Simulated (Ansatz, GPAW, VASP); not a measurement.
One calculation of C, 3 ways

```xyz
2
Lattice="0.0000 1.7834 1.7834 1.7834 0.0000 1.7834 1.7834 1.7834 0.0000" Properties=species:S:1:pos:R:3 pbc="T T T"
C     2.6751    2.6751    2.6751
C     1.7834    1.7834    1.7834
```

Alike in all runs: task single point; functional PBE; k mesh 13 × 13 × 13; occupations gaussian, width 0.019 eV; no spin polarisation; no spin-orbit coupling. Pressure is positive in compression and, in plane waves, holds the error of the finite cutoff.

| program and potentials | plane-wave cutoff (eV) | notes | pressure (GPa) |
| --- | --- | --- | --- |
| Ansatz, all-electron LAPW, scalar-relativistic | - | - | 1.75 |
| VASP, PBE PAW files C, 520 eV | 520 | - | 2.46 |
| GPAW, GPAW PAW data sets (gpaw-data 1.2.1) | 800 | - | 1.42 |

The pressure spans 1.42 (GPAW, GPAW PAW data sets (gpaw-data 1.2.1)) to 2.46 GPa (VASP, PBE PAW files C, 520 eV), with all-electron results at 1.75.

The functional is the same throughout but for its coding, so the spread measures potentials, basis and numerics; runs on potential files found faulty are left out.
